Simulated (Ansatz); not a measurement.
**Calculated field gradients at the nuclei for In₂O₃**

The cell is a structure deposited in the COD whose atoms were relaxed with PBE, the cell held.

```cif
data_In2O3
_symmetry_space_group_name_H-M 'Ia-3'
_symmetry_Int_Tables_number 206
_cell_length_a 10.1200
_cell_length_b 10.1200
_cell_length_c 10.1200
_cell_angle_alpha 90.000
_cell_angle_beta 90.000
_cell_angle_gamma 90.000
loop_
_atom_site_label
_atom_site_type_symbol
_atom_site_symmetry_multiplicity
_atom_site_Wyckoff_symbol
_atom_site_fract_x
_atom_site_fract_y
_atom_site_fract_z
In1 In 8 b 0.2500 0.2500 0.2500
In5 In 24 d 0.9662 0.0000 0.2500
O O 48 e 0.1186 0.1089 0.3453
```

One atom of each set is listed; the run and its k-mesh use a cell of 40 atoms with edges of 8.76, 8.76, 8.76 Å.

All values are calculated (Ansatz; DFT, r2SCAN, plane waves and PAW, scalar-relativistic, 500 eV cutoff, Γ-centred 3×3×3 k-points, Fermi–Dirac smearing 0.02 eV), not measured.

V_zz is the principal component of the electric field gradient with the largest magnitude, η = (V_xx − V_yy)/V_zz and C_Q = eQV_zz/h.

115In: I = 9/2, Q = 772.0 mb; ¹⁷O: I = 5/2, Q = -25.58 mb. Q values from Pyykkö, Mol. Phys. 116, 1328 (2018).

| site | atoms | first shell | V_zz (10²¹ V/m²) | η | C_Q (MHz) |
| --- | --- | --- | --- | --- | --- |
| In1 | 4 | 6 O at 2.18 Å | 8.28 | 0.00 | 155 |
| In5 | 12 | 6 O at 2.13–2.23 Å | 5.24 | 0.94 | 97.9 |
| O | 24 | 4 In at 2.13–2.23 Å | -2.51 | 0.26 | 1.55 |

An axis of threefold or higher order runs through In1, so V_zz lies along it and η is zero.

Without spin–orbit coupling (the program notes it for In) the gradients are little affected as a rule: paired runs on crystals with a gap mostly move them by under 2 % at such atoms. The database positions were far from equilibrium, so the relaxed structure may not be the compound's real one. Where η is near 1 the sign of V_zz means little.

The run took 2.5 min of wall time (2.5 min of CPU time) and 2 GiB at its peak, on 1 thread of Intel Xeon Platinum 8259CL CPU @ 2.50GHz (Skylake/Cascade Lake) (x86_64; 16 cores open to the job, memory cap 3.0 GiB, no GPU), a shared host with a load of 0.6 a core.
